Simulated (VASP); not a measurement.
Te:

```xyz
1
Lattice="2.3059 1.3313 1.6910 -2.3059 1.3313 1.6910 0.0000 -2.6626 1.6910" Properties=species:S:1:pos:R:3 pbc="T T T"
Te    0.0000    0.0000    2.5364
```

This isn't the form of Te at room conditions, which is trigonal, of chains.

Base run:

* Program: VASP 6.6.1
* Functional: TPSS
* Potentials or basis: VASP PAW PBE potentials, release 64 (Te)
* Cutoff: 520 eV
* k mesh: 9 × 9 × 9
* Occupations: fermi-dirac, width 0.05 eV
* Spin: no spin polarisation

Its results: pressure 2.4 GPa.

**Question.** The run is repeated on the same cell with these changes: functional from TPSS to revTPSS; further incar settings from ALGO = Normal; EDIFF = 1e-06 to ALGO = Normal; EDIFF = 1e-06; NBANDS = 9. What comes out?

**Answer.** Pressure 1.0 GPa.

Caveats: the PAW data sets were made with another functional, which shifts forces and pressure a little.
